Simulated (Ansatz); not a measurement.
# Al3Ru2: what the smearing entropy tells about the Fermi level

Theory: Ansatz 0.2.0, DFT r2SCAN, scalar-relativistic, plane waves, PAW.

```
CELL_PARAMETERS angstrom
-1.53890 1.53890 7.14310
1.53890 -1.53890 7.14310
1.53890 1.53890 -7.14310
ATOMIC_POSITIONS crystal
Al 0.00000 0.00000 0.00000
Al 0.80618 0.80618 0.00000
Al 0.19382 0.19382 0.00000
Ru 0.60587 0.60587 0.00000
Ru 0.39413 0.39413 0.00000
```

| Item | Value |
| --- | --- |
| plane-wave cutoff | 500 eV |
| Γ-centred k-mesh | 16×16×16 |
| spin treatment | unpolarised |

The same metal under several smearings of width σ, on one mesh. F is the free energy, TS the smearing's entropy term for the cell of 5 atoms, and E = F + TS. Gaussian occupations are ½ erfc[(ε − μ)/σ], and N counts both spins.

```csv
rule,σ (eV),F − F(narrowest) (meV/atom),TS (meV/cell)
Fermi–Dirac,0.1,-3.892,41.086
Gaussian,0.02,0.000,0.303
Gaussian,0.1,-0.609,5.676
Gaussian,0.2,-2.285,22.731
Gaussian,0.3,-5.250,55.585
```

Question: For a density of states N (both spins) that is flat over the smeared range, TS = Nσ²/2 (Gaussian) and (π²/3)Nσ² (Fermi–Dirac). What N does each run give?

Answer:
| rule | σ (eV) | N (states/eV a cell) |
| --- | --- | --- |
| Fermi–Dirac | 0.1 | 1.25 |
| Gaussian | 0.02 | 1.52 |
| Gaussian | 0.1 | 1.14 |
| Gaussian | 0.2 | 1.14 |
| Gaussian | 0.3 | 1.24 |

Equal entropy needs σ_Gauss = π√(2/3) σ_FD = 2.57 σ_FD, so a Fermi–Dirac width acts like a Gaussian one 2.57 times as large. At moderate widths N lies between 1.14 and 1.25, nearly constant, so the density of states is smooth near the Fermi level and the mesh resolves it. At the narrowest widths only the few mesh levels within σ of μ count, so N can scatter there.

Question: To second order F = E0 − TS/2 and E = E0 + TS/2. How well does E0 = (E + F)/2 undo the smearing?

Answer:
```csv
rule,σ (eV),F − E0(narrowest) (meV/atom),(E + F)/2 − E0(narrowest) (meV/atom)
Fermi–Dirac,0.1,-3.92,0.19
Gaussian,0.02,-0.03,0.00
Gaussian,0.1,-0.64,-0.07
Gaussian,0.2,-2.32,-0.04
Gaussian,0.3,-5.28,0.28
```

At Gaussian 0.3 eV the free energy is off by -5.28 meV/atom and the mean by 0.28. What remains is of order σ⁴ plus the mesh error of the narrowest run, which is no exact reference. Forces and stress are derivatives of F, not of E0, so they keep the σ² error.

8 further runs of this set aren't shown.

The inferred density of states is modest for a cell with two Ru atoms, yet clearly metallic, as an odd valence-electron count requires of an unpolarised band structure. Hybridisation between Ru 4d and Al s and p states probably accounts for the low value, by moving d weight into bonding and antibonding states away from the Fermi level.

The two broadest effective windows, Gaussian 0.3 eV and Fermi–Dirac 0.1 eV, give 1.24 and 1.25 states/eV, against 1.14 for Gaussian 0.1 and 0.2 eV. This suggests that the density of states rises away from the Fermi level, which would then lie in a shallow depression. The positive residuals of 0.28 and 0.19 meV/atom in the same two runs fit that picture, since upward curvature leaves a positive fourth-order term in the mean of E and F. The narrowest Gaussian run breaks the pattern and can't serve as evidence of a sharp peak. Entropy alone can't show on which side of the Fermi level the extra states lie, nor their orbital character.
